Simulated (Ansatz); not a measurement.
# AlCu3: the cost of one run

Program: Ansatz 0.2.0. Level of theory: DFT PBEsol, scalar-relativistic, plane waves, PAW. These are calculated values, not measurements.

1 further run of the same task is left out (set aside as unsound or not needed).

## (1) Starting point

Symmetry: Fm-3m, No. 225, cubic system. The conventional cell has a = 5.767 Å, b = 5.767 Å, c = 5.767 Å, α = 90.00°, β = 90.00°, γ = 90.00°. Al (site symmetry m-3m) is surrounded by 8 Cu at 2.50 Å. Around Cu (site symmetry m-3m) lie 8 Cu at 2.50 Å. Cu (site symmetry -43m) is surrounded by 4 Al at 2.50 Å and 4 Cu at 2.50 Å.

Coordinates:

```
Al Cu
1.0
     0.00000    2.88347    2.88347
     2.88347    0.00000    2.88347
     2.88347    2.88347    0.00000
Al Cu
1 3
Direct
  0.00000 0.00000 0.00000
  0.50000 0.50000 0.50000
  0.25000 0.25000 0.25000
  0.75000 0.75000 0.75000
```

It goes back to an entry of the Materials Project, which need not be the stable form.

This cell was relaxed beforehand with the same method: volume 11.99 Å³/atom, gap on the mesh none (metal).

## (2) Bands, states and charges

input.yaml

```yaml
crystal:
  lattice:
    - [0.0, 2.8834704771, 2.8834704771]
    - [2.8834704771, 0.0, 2.8834704771]
    - [2.8834704771, 2.8834704771, 0.0]
  atoms:
    - { symbol: Al, position: [0.0, 0.0, 0.0] }
    - { symbol: Cu, position: [0.5, 0.5, 0.5] }
    - { symbol: Cu, position: [0.25, 0.25, 0.25] }
    - { symbol: Cu, position: [0.75, 0.75, 0.75] }
basis:
  ecutwfc: 420
kpoints:
  mp_grid: { grid: [12, 12, 12] }
  band_path:
    path:
      - [[0.0, 0.0, 0.0], [0.5, 0.0, 0.5], [0.625, 0.25, 0.625]]
      - [[0.375, 0.375, 0.75], [0.0, 0.0, 0.0], [0.5, 0.5, 0.5], [0.5, 0.25, 0.75], [0.5, 0.0, 0.5]]
    npoints: 14
hamiltonian:
  xc: pbesol
scf:
  occupations: { method: gaussian, width: 0.1 }
  n_extra_bands: 10
output:
  forces: true
  stress: true
  eigenvalues: true
  populations: true
  dos: { projected: true, de: 0.02, nscf_kmesh: { grid: [18, 18, 18] } }
  bader: true
  write_density: true
  write_potential: true
  elf: true
  volumetric_format: npy
```

Command:

```sh
$ ansatz run input.yaml --threads 1 --pin off --max-ram 2560MiB --backend cpu --events-out ev --progress --plain --runs-dir out
```

What time and memory should one allow on 1 thread of Intel Xeon Platinum 8375C at 2.90GHz (Ice Lake), shared host?

About 55 s, with a peak of 0.51 GiB.
